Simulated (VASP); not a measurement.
## ZnS (F-43m): a series in a change of volume

Wanted: the response of ZnS to a change of volume, as a table, with a fit that predicts a row left out.

Main program and level: VASP 6.6.1; LDA; plane waves and PAW (Zn, S), in the first sound run; inputs show where later runs differ.

## Step 1: Set-up

Symmetry: F-43m, No. 216, cubic system. The conventional cell has a = 5.410 Å, b = 5.410 Å, c = 5.410 Å, α = 90.00°, β = 90.00°, γ = 90.00°. Nearest to Zn lie 4 S at 2.34 Å. Nearest to S lie 4 Zn at 2.34 Å. Farther neighbours and most contacts between anions are not listed.

Structure file:

```cif
data_structure
_symmetry_space_group_name_H-M 'F-43m'
_symmetry_Int_Tables_number 216
_cell_length_a 5.4100
_cell_length_b 5.4100
_cell_length_c 5.4100
_cell_angle_alpha 90.000
_cell_angle_beta 90.000
_cell_angle_gamma 90.000
_cell_volume 158.34
loop_
_atom_site_label
_atom_site_type_symbol
_atom_site_symmetry_multiplicity
_atom_site_Wyckoff_symbol
_atom_site_fract_x
_atom_site_fract_y
_atom_site_fract_z
_atom_site_occupancy
Zn1 Zn 4 a 0.00000 0.00000 0.00000 1
S1 S 4 d 0.25000 0.25000 0.75000 1
```

## Step 2: Relax the crystal, LDA

The series starts from the cell that this level prefers, so that zero strain is near zero stress.

This step took 2 runs in a row; the last is shown.

Level: LDA; plane waves and PAW (Zn, S).

Input file INCAR:

```
SYSTEM = ZnS
PREC = Accurate
ENCUT = 450
EDIFF = 1E-07
NELM = 120
ISMEAR = 0
SIGMA = 0.02
LREAL = .FALSE.
ALGO = Normal
GGA = CA
NBANDS = 15
LASPH = .TRUE.
LORBIT = 11
LWAVE = .FALSE.
LCHARG = .FALSE.
KPAR = 12
IBRION = 2
NSW = 40
ISIF = 3
EDIFFG = -0.005
POTIM = 0.4
```

Input file POSCAR:

```
ZnS
1.0
    0.0000000000      2.6503118734      2.6503118734
    2.6503118734      0.0000000000      2.6503118734
    2.6503118734      2.6503118734      0.0000000000
Zn S
1 1
Direct
    0.0000000000      0.0000000000      0.0000000000
    0.2500000000      0.2500000000      0.2500000000
```

Input file KPOINTS:

```
Automatic mesh
0
Gamma
10 10 10
0 0 0
```

Potentials, in the order of the species: Zn and S (LDA family, release 64).

The run is started by

```
$ mpirun -np 12 vasp_std
```

Output:

```text
[banner, memory and clock lines left out]
running   12 mpi-ranks, on    1 nodes
[...]
|                                                                             |
|           W    W    AA    RRRRR   N    N  II  N    N   GGGG   !!!           |
|           W    W   A  A   R    R  NN   N  II  NN   N  G    G  !!!           |
|           W    W  A    A  R    R  N N  N  II  N N  N  G       !!!           |
|           W WW W  AAAAAA  RRRRR   N  N N  II  N  N N  G  GGG   !            |
|           WW  WW  A    A  R   R   N   NN  II  N   NN  G    G                |
|           W    W  A    A  R    R  N    N  II  N    N   GGGG   !!!           |
|                                                                             |
|     For optimal performance we recommend to set                             |
|       NCORE = 2 up to number-of-cores-per-socket                            |
|     NCORE specifies how many cores store one orbital (NPAR=cpu/NCORE).      |
|     This setting can greatly improve the performance of VASP for DFT.       |
[...]
|     Unfortunately you need to use the default for GW and RPA                |
|     calculations (for HF NCORE is supported but not extensively tested      |
|     yet).                                                                   |
|                                                                             |

 LDA part: xc-table for (Slater(with rela. corr.)+CA(PZ))
 , standard interpolation
 POSCAR, INCAR and KPOINTS ok, starting setup
[...]
entering main loop
       N       E                     dE             d eps       ncg     rms          rms(c)
DAV:   1     0.844924030786E+02    0.84492E+02   -0.83039E+03  1417   0.133E+03
DAV:   2    -0.297509783206E+01   -0.87468E+02   -0.82414E+02  1599   0.256E+02
DAV:   3    -0.858274073898E+01   -0.56076E+01   -0.55833E+01  1753   0.659E+01
DAV:   4    -0.864432556651E+01   -0.61585E-01   -0.61569E-01  1669   0.714E+00
[...]
DAV:  11    -0.820746683201E+01    0.32620E-05   -0.10281E-05  2185   0.683E-02    0.404E-03
DAV:  12    -0.820746695399E+01   -0.12199E-06   -0.12543E-06  1697   0.113E-02    0.155E-03
DAV:  13    -0.820746695555E+01   -0.15564E-08   -0.39808E-08  1062   0.174E-03
   1 F= -.82074670E+01 E0= -.82074670E+01  d E =-.820747E+01
[...]
reached required accuracy - stopping structural energy minimisation
```

Wall time 5.2 s (12 MPI ranks of Intel Xeon Platinum 8259CL at 2.50GHz (Skylake/Cascade Lake), shared host); peak memory 1.9 GiB; 45 s of CPU time.

Lines that name or quote the potential files are left out of all logs, and their timing lines are given in words.

Parts of OUTCAR (step 2):

```text
  Total       -0.0065099     -0.0065099     -0.0065099      0.0000000     -0.0000000      0.0000000
  in kB       -0.2801341     -0.2801341     -0.2801341      0.0000000     -0.0000000      0.0000000
  external PRESSURE =      -0.2801341 kB  Pullay stress =       0.0000000 kB

 POSITION                                       TOTAL-FORCE (eV/Angst)
 -----------------------------------------------------------------------------------
      0.00000      0.00000      0.00000        -0.000000     -0.000000     -0.000000
      1.32516      1.32516      1.32516         0.000000      0.000000      0.000000
 -----------------------------------------------------------------------------------
    total drift:                                0.000001      0.000001      0.000001

  FREE ENERGIE OF THE ION-ELECTRON SYSTEM (eV)
  ---------------------------------------------------
  free  energy   TOTEN  =        -8.2074669555 eV

  energy  without entropy=       -8.2074669555  energy(sigma->0) =       -8.20746696

 reached required accuracy - stopping structural energy minimisation

[... 3 further parts left out ...]
[key lines of the parts left out:]
E-fermi :   2.5842
```

Numbers from this step:

| Quantity | Value |
| --- | --- |
| energy(sigma→0) of the program | -8.2075 eV |
| stress, compression positive | xx, yy, zz -0.03, -0.03, -0.03 GPa |
| volume | 37.232 Å³ |
| ionic steps | 1 |

## Step 3: Relax at fixed volume, LDA

One member in full: the volume is scaled by 1.03, and the cell is held.

Level: LDA; plane waves and PAW (Zn, S).

INCAR: that of step 2 with these lines changed.

```diff
@@ -15,7 +15,8 @@
 LCHARG = .FALSE.
-KPAR = 12
+KPAR = 3
 IBRION = 2
 NSW = 40
-ISIF = 3
-EDIFFG = -0.005
+ISIF = 2
+EDIFFG = -0.004
 POTIM = 0.4
+MAXMIX = 40
```

Input file POSCAR:

```
ZnS
1.0
    0.0000000000      2.6765542917      2.6765542917
    2.6765542917      0.0000000000      2.6765542917
    2.6765542917      2.6765542917      0.0000000000
Zn S
1 1
Direct
    0.0000000000      0.0000000000      0.0000000000
    0.2500000000      0.2500000000      0.2500000000
```

KPOINTS is that of step 2.

The run is started by

```
$ mpirun -np 3 vasp_std
```

Output:

```text
[banner, memory and clock lines left out]
running    3 mpi-ranks, on    1 nodes
[...]
LDA part: xc-table for (Slater(with rela. corr.)+CA(PZ))
 , standard interpolation
 POSCAR, INCAR and KPOINTS ok, starting setup
[...]
entering main loop
       N       E                     dE             d eps       ncg     rms          rms(c)
DAV:   1     0.827911770400E+02    0.82791E+02   -0.83212E+03  1418   0.129E+03
DAV:   2    -0.331139825011E+01   -0.86103E+02   -0.81645E+02  1627   0.257E+02
DAV:   3    -0.857368127732E+01   -0.52623E+01   -0.52434E+01  1725   0.640E+01
DAV:   4    -0.862984486695E+01   -0.56164E-01   -0.56148E-01  1739   0.687E+00
[...]
DAV:  11    -0.819957413915E+01    0.25217E-05   -0.66022E-06  2213   0.496E-02    0.380E-03
DAV:  12    -0.819957425604E+01   -0.11688E-06   -0.10018E-06  1669   0.752E-03    0.170E-03
DAV:  13    -0.819957424093E+01    0.15112E-07   -0.27842E-08  1027   0.298E-03
   1 F= -.81995742E+01 E0= -.81995742E+01  d E =-.819957E+01
[...]
reached required accuracy - stopping structural energy minimisation
```

The job ended after 10 s (3 MPI ranks; peak memory 0.42 GiB).

From OUTCAR (step 3):

```text
  Total       -0.5820665     -0.5820665     -0.5820665      0.0000000     -0.0000000     -0.0000000
  in kB      -24.3178423    -24.3178423    -24.3178423      0.0000000     -0.0000000     -0.0000000
  external PRESSURE =     -24.3178423 kB  Pullay stress =       0.0000000 kB

 POSITION                                       TOTAL-FORCE (eV/Angst)
 -----------------------------------------------------------------------------------
      0.00000      0.00000      0.00000         0.000000      0.000000      0.000000
      1.33828      1.33828      1.33828        -0.000000     -0.000000     -0.000000
 -----------------------------------------------------------------------------------
    total drift:                                0.000001      0.000001      0.000001

  FREE ENERGIE OF THE ION-ELECTRON SYSTEM (eV)
  ---------------------------------------------------
  free  energy   TOTEN  =        -8.1995742409 eV

  energy  without entropy=       -8.1995742409  energy(sigma->0) =       -8.19957424

[... 2 parts as in an earlier step ...]

[... 2 further parts left out ...]
[key lines of the parts left out:]
E-fermi :   2.3332
```

This run gave:

| Quantity | Value |
| --- | --- |
| energy(sigma→0) of the program | -8.1996 eV |
| stress, compression positive | xx, yy, zz -2.43, -2.43, -2.43 GPa |
| ionic steps | 1 |

## Step 4: Band edges, TB-mBJ with spin-orbit coupling

Short lines in KPOINTS_OPT sample the zone centre, for masses, and the other valleys.

Level: TB-mBJ, spin-orbit coupling; plane waves and PAW (Zn, S).

TB-mBJ has no energy functional, so the total energy, stress and pressure in this output mean nothing.

Input file INCAR:

```
SYSTEM = ZnS
PREC = Accurate
ENCUT = 450
EDIFF = 1E-06
NELM = 150
ISMEAR = 0
SIGMA = 0.02
LREAL = .FALSE.
ALGO = Normal
METAGGA = MBJ
LASPH = .TRUE.
LNONCOLLINEAR = .TRUE.
MAGMOM = 0 0 0 0 0 0
NBANDS = 28
GGA_COMPAT = .FALSE.
LSORBIT = .TRUE.
LWAVE = .FALSE.
LCHARG = .FALSE.
KPAR = 3
```

POSCAR is that of step 3.

Input file KPOINTS:

```
Automatic mesh
0
Gamma
8 8 8
0 0 0
```

Input file KPOINTS_OPT:

```
Line mode
6
Line-mode
Reciprocal
  0.00000000   0.00000000   0.00000000
  0.02129934   0.02129934   0.00000000

  0.00000000   0.00000000   0.00000000
  0.00000000  -0.02129934  -0.02129934

  0.31000000   0.31000000   0.00000000
  0.50000000   0.50000000   0.00000000

  0.00000000   0.31000000   0.31000000
  0.00000000   0.50000000   0.50000000

  0.45000000   0.45000000   0.45000000
  0.50000000   0.50000000   0.50000000

  0.45000000   0.00000000   0.00000000
  0.50000000   0.00000000   0.00000000

  0.42500000   0.42500000   0.00000000
  0.42500000   0.44629934   0.02129934

  0.50000000   0.50000000   0.50000000
  0.48493909   0.51506091   0.50000000
```

The run is started by

```
$ mpirun -np 3 vasp_ncl
```

Output:

```text
[banner, memory and clock lines left out]
running    3 mpi-ranks, on    1 nodes
[...]
|                                                                             |
|               ----> ADVICE to this user running VASP <----                  |
|                                                                             |
|     You enforced a specific xc type in the INCAR file but a different       |
|     [... a line on the potential file left out ...]
|     I HOPE YOU KNOW WHAT YOU ARE DOING!                                     |
|                                                                             |

 LDA part: xc-table for (None), standard interpolation
 POSCAR, INCAR and KPOINTS ok, starting setup
[...]
entering main loop
       N       E                     dE             d eps       ncg     rms          rms(c)
DAV:   1     0.973146769942E+02    0.97315E+02   -0.76651E+03  2408   0.139E+03
DAV:   2    -0.149356491384E+02   -0.11225E+03   -0.10600E+03  2460   0.307E+02
DAV:   3    -0.266396956680E+02   -0.11704E+02   -0.11554E+02  2788   0.103E+02
DAV:   4    -0.269301461448E+02   -0.29045E+00   -0.28985E+00  2712   0.162E+01
[...]
DAV:  47    -0.242184853902E+02   -0.52659E-05   -0.93613E-11  1276   0.105E-04    0.115E-04
DAV:  48    -0.242184919456E+02   -0.65553E-05   -0.18988E-11  1276   0.504E-05    0.584E-05
DAV:  49    -0.242184927121E+02   -0.76651E-06   -0.12025E-11  1272   0.344E-05
   1 F= -.24218493E+02 E0= -.24218493E+02  d E =-.188263E-11  mag=     0.0000     0.0000     0.0000
 Start KPOINTS_OPT (optional k-point list driver)
k-point batch [1-43\48]
       N       E                     dE             ncg
DAV:   1     0.367084225999E+04   -0.12612E+05     2408
DAV:   2    -0.134997218455E+04   -0.50208E+04     2464
DAV:   3    -0.185207053140E+04   -0.50210E+03     2844
DAV:   4    -0.186178451903E+04   -0.97140E+01     2928
DAV:   5    -0.186186658493E+04   -0.82066E-01     2936
DAV:   6    -0.186186784717E+04   -0.12622E-02     2884
DAV:   7    -0.186186787439E+04   -0.27212E-04     3024
DAV:   8    -0.186186787497E+04   -0.58051E-06     2084
k-point batch [44-48\48]
       N       E                     dE             ncg
DAV:   1     0.167542867556E+05   -0.21315E+04      280
DAV:   2     0.161681436756E+05   -0.58614E+03      280
DAV:   3     0.161084053141E+05   -0.59738E+02      332
DAV:   4     0.161073115742E+05   -0.10937E+01      316
DAV:   5     0.161073019165E+05   -0.96577E-02      332
DAV:   6     0.161073017701E+05   -0.14636E-03      316
DAV:   7     0.161073017671E+05   -0.29589E-05      348
DAV:   8     0.161073017671E+05   -0.54752E-07      212
```

Run time: 4.6 min. Hardware: 3 MPI ranks; peak memory 1 GiB; 11 min of CPU time.

Parts of OUTCAR (step 4):

```text
  LATTYP: Found a face centered cubic cell.
 ALAT       =     5.3531085834

 Subroutine GETGRP returns: Found 24 space group operations
 (whereof 24 operations were pure point group operations)

The static configuration has the point symmetry T_d .

 Found     43 irreducible k-points:

   k-points           NKPTS =     43   k-points in BZ     NKDIM =     43   number of bands    NBANDS=     28

   dimension x,y,z NGX =    28 NGY =   28 NGZ =   28
   dimension x,y,z NGXF=    56 NGYF=   56 NGZF=   56

   ENCUT  =  450.0 eV  33.07 Ry    5.75 a.u.   6.55  6.55  6.55*2*pi/ulx,y,z

   NELECT =      18.0000    total number of electrons

 E-fermi :   2.7673

 k-point     1 :       0.0000    0.0000    0.0000
  band No.  band energies     occupation
    ...
     14       2.6439      1.00000
     15       2.6849      1.00000
     16       2.6849      1.00000
     17       2.6849      1.00000
     18       2.6849      1.00000
     19       6.4593      0.00000
     20       6.4593      0.00000
     21      10.1021      0.00000
     22      10.1021      0.00000
     23      10.2411      0.00000
    ...

 k-point     2 :       0.1250    0.0000    0.0000
  band No.  band energies     occupation
    ...
     14       1.7841      1.00000
     15       2.5242      1.00000
     16       2.5242      1.00000
     17       2.5431      1.00000
     18       2.5578      1.00000
     19       7.1224      0.00000
     20       7.1224      0.00000
     21      10.0903      0.00000
     22      10.0903      0.00000
     23      10.4113      0.00000
    ...

  Total      -92.6041200    -92.6041200    -92.6041200      0.0000000      0.0000000     -0.0000000
  in kB    -3868.8574168  -3868.8574168  -3868.8574168      0.0000000      0.0000000     -0.0000000
  external PRESSURE =   -3868.8574168 kB  Pullay stress =       0.0000000 kB

  FREE ENERGIE OF THE ION-ELECTRON SYSTEM (eV)
  ---------------------------------------------------
  free  energy   TOTEN  =       -24.2184927121 eV

  energy  without entropy=      -24.2184927121  energy(sigma->0) =      -24.21849271

 Spin-Orbit-Coupling matrix elements
 Ion:    1  E_soc:     -0.0075079
 Ion:    2  E_soc:     -0.0020793

[... 2 parts as in an earlier step ...]

[... 7 further parts left out ...]
```

## Step 5: Band edges, r2SCAN with spin-orbit coupling

Short lines in KPOINTS_OPT sample the zone centre, for masses, and the other valleys.

Level: r2SCAN, spin-orbit coupling; plane waves and PAW (Zn, S).

INCAR: that of step 4 with these lines changed.

```diff
@@ -4,3 +4,3 @@
 EDIFF = 1E-06
-NELM = 150
+NELM = 100
 ISMEAR = 0
@@ -9,3 +9,3 @@
 ALGO = Normal
-METAGGA = MBJ
+METAGGA = R2SCAN
 LASPH = .TRUE.
```

POSCAR is that of step 4.

KPOINTS is that of step 4.

KPOINTS_OPT is that of step 4.

The run is started by

```
$ mpirun -np 3 vasp_ncl
```

Output:

```text
[banner, memory and clock lines left out]
running    3 mpi-ranks, on    1 nodes
[...]
[... a notice as in an earlier step ...]

 LDA part: xc-table for (None), standard interpolation
 POSCAR, INCAR and KPOINTS ok, starting setup
[...]
entering main loop
       N       E                     dE             d eps       ncg     rms          rms(c)
DAV:   1    -0.480801184956E+02   -0.48080E+02   -0.80246E+03  2408   0.145E+03
DAV:   2    -0.163940279407E+03   -0.11586E+03   -0.10964E+03  2472   0.325E+02
DAV:   3    -0.176071115655E+03   -0.12131E+02   -0.11988E+02  2780   0.106E+02
DAV:   4    -0.176362111066E+03   -0.29100E+00   -0.29040E+00  2752   0.168E+01
[...]
DAV:  12    -0.173321518574E+03   -0.60562E-04   -0.69509E-05  2604   0.161E-01    0.257E-02
DAV:  13    -0.173321524633E+03   -0.60588E-05   -0.18910E-05  2988   0.934E-02    0.642E-03
DAV:  14    -0.173321524290E+03    0.34346E-06   -0.74644E-07  1672   0.918E-03
   1 F= -.17332152E+03 E0= -.17332152E+03  d E =-.922338E-29  mag=    -0.0000    -0.0000     0.0000
 Start KPOINTS_OPT (optional k-point list driver)
k-point batch [1-43\48]
       N       E                     dE             ncg
DAV:   1     0.300201581699E+04   -0.13280E+05     2408
DAV:   2    -0.209694605329E+04   -0.50990E+04     2472
DAV:   3    -0.262420893102E+04   -0.52726E+03     2840
DAV:   4    -0.263577577955E+04   -0.11567E+02     2844
DAV:   5    -0.263592134654E+04   -0.14557E+00     2984
DAV:   6    -0.263592438202E+04   -0.30355E-02     2888
DAV:   7    -0.263592446588E+04   -0.83858E-04     3020
DAV:   8    -0.263592446829E+04   -0.24099E-05     2272
DAV:   9    -0.263592446849E+04   -0.20592E-06     1952
k-point batch [44-48\48]
       N       E                     dE             ncg
DAV:   1     0.166776161207E+05   -0.22081E+04      280
DAV:   2     0.160809586467E+05   -0.59666E+03      280
DAV:   3     0.160174116415E+05   -0.63547E+02      336
DAV:   4     0.160161017575E+05   -0.13099E+01      320
DAV:   5     0.160160840662E+05   -0.17691E-01      336
DAV:   6     0.160160836802E+05   -0.38600E-03      328
DAV:   7     0.160160836699E+05   -0.10276E-04      352
DAV:   8     0.160160836697E+05   -0.26734E-06      248
```

It took 5.4 min on 3 MPI ranks; peak memory 0.96 GiB; 13 min of CPU time.

Parts of OUTCAR (step 5):

```text
  Total        0.3329117      0.3329117      0.3329117     -0.0000000      0.0000000      0.0000000
  in kB       13.9085395     13.9085395     13.9085395     -0.0000000      0.0000000      0.0000000
  external PRESSURE =      13.9085395 kB  Pullay stress =       0.0000000 kB

 POSITION                                       TOTAL-FORCE (eV/Angst)
 -----------------------------------------------------------------------------------
      0.00000      0.00000      0.00000         0.000000      0.000000      0.000000
      1.33828      1.33828      1.33828         0.000000     -0.000000     -0.000000
 -----------------------------------------------------------------------------------
    total drift:                                0.000000      0.000000      0.000000

  FREE ENERGIE OF THE ION-ELECTRON SYSTEM (eV)
  ---------------------------------------------------
  free  energy   TOTEN  =      -173.3215242897 eV

  energy  without entropy=     -173.3215242897  energy(sigma->0) =     -173.32152429

[... 2 parts as in an earlier step ...]

[... 1 further part left out ...]
[key lines of the parts left out:]
E-fermi :   2.3528
```

Read from the output:

| Item | Value |
| --- | --- |
| energy(sigma→0) of the program | -173.3215 eV |
| stress, compression positive | xx, yy, zz 1.39, 1.39, 1.39 GPa |

The run ends at a pressure of 1.39 GPa.

(Continued in part 2 of 2.)

[Lines on the potential files, build, host, timing and source positions are cut from VASP's logs without a mark.]

[Logs are printed without paths, hosts, clocks, repeated set-up lines and the standing remarks that a program may print on its own settings, such as how far it seeks lower states.]

[Hosts, paths, dates, database ids (printed as entryN), source tags and the programs' standing remarks are cut or masked in the printed files.]

[In band tables of VASP the shares of atoms and orbitals are scaled to a sum of 1 inside the atoms' spheres.]
